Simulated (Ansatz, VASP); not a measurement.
One calculation of Si, two programs

INCAR

```
SYSTEM = Si
PREC     = Accurate       ! precision mode
ENCUT    = 520            ! plane-wave cutoff, eV
EDIFF    = 1E-8           ! SCF threshold, eV
ISMEAR   = -1             ! smearing method
SIGMA    = 0.05           ! smearing width, eV
LREAL    = .FALSE.        ! projectors in reciprocal space
LASPH    = .TRUE.         ! aspherical terms in the spheres
NELM     = 80             ! most SCF steps
ALGO     = Normal         ! electronic algorithm
ISIF     = 2              ! what is computed and relaxed
LWAVE    = .FALSE.        ! write WAVECAR
LCHARG   = .FALSE.        ! write CHGCAR
GGA      = CA             ! functional
LEFG     = .TRUE.       
NBANDS   = 11             ! bands
```

File KPOINTS:

```
regular mesh
0
G
  16 16 16
  0 0 0
```

POSCAR

```
Si
1.0
   -2.1834700000      2.2974450000      1.2750000000
    2.1834700000     -2.2974450000      1.2750000000
    2.1834700000      2.2974450000     -1.2750000000
Si
2
Direct
    0.8070000000      0.5570000000      0.2500000000
    0.1930000000      0.4430000000      0.7500000000
```

Input for Ansatz:

```yaml
crystal:
  lattice:
    - [-2.18347, 2.297445, 1.275]
    - [2.18347, -2.297445, 1.275]
    - [2.18347, 2.297445, -1.275]
  atoms:
    - { symbol: Si, position: [0.807, 0.557, 0.25] }
    - { symbol: Si, position: [0.193, 0.443, 0.75] }
kpoints:
  mp_grid: { grid: [16, 16, 16] }
scf:
  occupations: { method: fermi_dirac, width: 0.05 }
hamiltonian:
  xc: lda
  pseudopotentials: { kind: paw }
output:
  forces: true
  stress: true
  eigenvalues: true
  efg: { contact_densities: true }
```

Change from the starting cell: equal xx and yy strain of -3 %, PAW files.

Alike in both runs: task electric field gradients; functional LDA; k mesh 16 × 16 × 16; occupations fermi-dirac, width 0.05 eV; no spin polarisation.

```csv
,VASP,Ansatz
version,VASP 6.6.1,Ansatz 0.2.0
potentials or method,"VASP PAW LDA potentials, release 64 (Si)","PAW with Ansatz's default frozen-core files, scalar-relativistic"
plane-wave cutoff (eV),520,420
valence electrons in the cell,8,8
```

|  | VASP | Ansatz | Ansatz less VASP |
| --- | --- | --- | --- |
| pressure (GPa) | 22.8 | 22.6 | -0.17 |
| largest component of the traceless stress (GPa) | 6.61 | 6.57 | -0.035 |
| rms of the force components (eV/Å) | 0.021 | 0.022 | +0.0007 |
| Vzz of the field gradient on the site that differs most (V/Å²) | -32.7 | -31.5 | +1.15 |

Atom by atom the forces differ by 0.001 eV/Å (rms over components).

Caveats: so large a pressure means that the cell lies far from this level's equilibrium, or that cutoff or potentials fall short (VASP).
